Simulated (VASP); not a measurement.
A run of VASP 6.6.1 is set up as follows.

File INCAR:

```
SYSTEM = Si
PREC = Accurate
ENCUT = 600
EDIFF = 1E-6
ISMEAR = -1
SIGMA = 0.05
LREAL = .FALSE.
LASPH = .TRUE.
NELM = 80
ALGO = Fast
ISIF = 3
LWAVE = .FALSE.
LCHARG = .FALSE.
GGA = 91
IBRION = 2
NSW = 40
EDIFFG = -0.005
```

The input KPOINTS:

```
regular mesh
0
G
  8 8 8
  0 0 0
```

The input POSCAR:

```
Si
1.0
    0.0000000000      2.7218511865      2.7218511865
    2.7218511865      0.0000000000      2.7218511865
    2.7218511865      2.7218511865      0.0000000000
Si
2
Direct
    0.5000000000      0.5000000000      0.5000000000
    0.7500000000      0.7500000000      0.7500000000
```

Potentials or basis: VASP PAW PBE potentials, release 64 (Si).

Command:

```console
$ cat potpaw_PBE.64/Si/POTCAR > POTCAR
$ mpirun -np 1 vasp_std > vasp.out
```

(1) What does it give for the space group after relaxing (to 0.05 Å)?

(2) Estimate the band gap on the k mesh.

## Answers

(1) Fd-3m (No. 227).

(2) 0.67 eV, indirect (least direct gap 2.58 eV).
